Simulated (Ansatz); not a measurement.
## LiCl: changing the dispersion correction

The cell as given:

The structure is cubic, space group Fm-3m (No. 225). Conventional cell: a = 5.130 Å, b = 5.130 Å, c = 5.130 Å, α = 90.00°, β = 90.00°, γ = 90.00°. Around Cl (site symmetry m-3m) lie 6 Li at 2.56 Å. Li (site symmetry m-3m) has 6 Cl at 2.56 Å as nearest neighbours.

Kept alike: task relaxation of cell and atoms; functional PBEsol; k mesh 9 × 9 × 9; occupations fermi-dirac, width 0.05 eV; no spin polarisation. Program: Ansatz, Ansatz PAW, cutoff 420 eV. The mesh is that of the run's cell of 2 atoms. No spin-orbit coupling.

```csv
dispersion correction,volume (Å³/atom)
D3(BJ),15.382
D3(BJ)-ATM,15.508
D4,15.933
none,16.221
```

The relaxations keep at least the cell's symmetry (Fm-3m). Relaxations stop with a little pressure left, so the last digits of a volume or edge aren't settled. All rows use potentials made for PBE.

The volume runs from 15.382 (D3(BJ)) to 16.221 Å³/atom (none). Against no correction: D3(BJ) -5.2 %; D3(BJ)-ATM -4.4 %; D4 -1.8 %. Dispersion terms mostly attract and so lower the volume; the schemes' coefficients and damping set how far.
